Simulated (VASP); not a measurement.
The system is Ge.

```
Ge
1.0
     3.99759    0.00000    0.00000
    -1.99879    3.46201    0.00000
     0.00000    0.00000    6.59938
Ge
4
Direct
  0.33333 0.66667 0.93710
  0.66667 0.33333 0.43710
  0.33333 0.66667 0.56290
  0.66667 0.33333 0.06290
```

This isn't the form of Ge at room conditions, which is diamond.

```yaml
Program: VASP 6.6.1
Task: relaxation of cell and atoms
Functional: PW91
Potentials_or_basis: VASP PAW PBE potentials, release 64 (Ge_d)
Cutoff: 600 eV
k_mesh: 6 × 6 × 3
Occupations: fermi-dirac, width 0.05 eV
Spin: no spin polarisation
```

At the start: pressure 2.9 GPa; volume 22.83 Å³/atom.

How do energy, volume and symmetry change on relaxing?

Over 10 steps the energy falls by 10.0 meV/atom and the volume is 23.92 Å³/atom (+4.8 %); space group P6_3/mmc (No. 194, to 0.05 Å).

Step by step:
| step | energy change (eV) | largest force (eV/Å) | pressure (GPa) | volume (Å³) |
| --- | --- | --- | --- | --- |
| 1 | 0.0000 | 0.0294 | 2.93 | 91.33 |
| 2 | -0.0365 | 0.0540 | -1.56 | 96.96 |
| 3 | -0.0397 | 0.0300 | 0.13 | 95.49 |
| 4 | -0.0397 | 0.0342 | 0.02 | 95.60 |
| 5 | -0.0397 | 0.0373 | -0.42 | 95.69 |
| 6 | -0.0385 | 0.0082 | 0.64 | 94.87 |
| 7 | -0.0397 | 0.0252 | 0.03 | 95.47 |
| 8 | -0.0397 | 0.0219 | 0.20 | 95.46 |
| 9 | -0.0398 | 0.0070 | -0.17 | 95.80 |
| 10 | -0.0398 | 0.0164 | 0.03 | 95.68 |

Final structure:
```
Ge
1.0
     4.06347    0.00000    0.00000
    -2.03173    3.51907    0.00000
     0.00000    0.00000    6.69124
Ge
4
Direct
  0.33333 0.66667 0.93708
  0.66667 0.33333 0.43708
  0.33333 0.66667 0.56292
  0.66667 0.33333 0.06292
```

Caveat: the PAW data sets were made with another functional, which shifts forces and pressure a little.
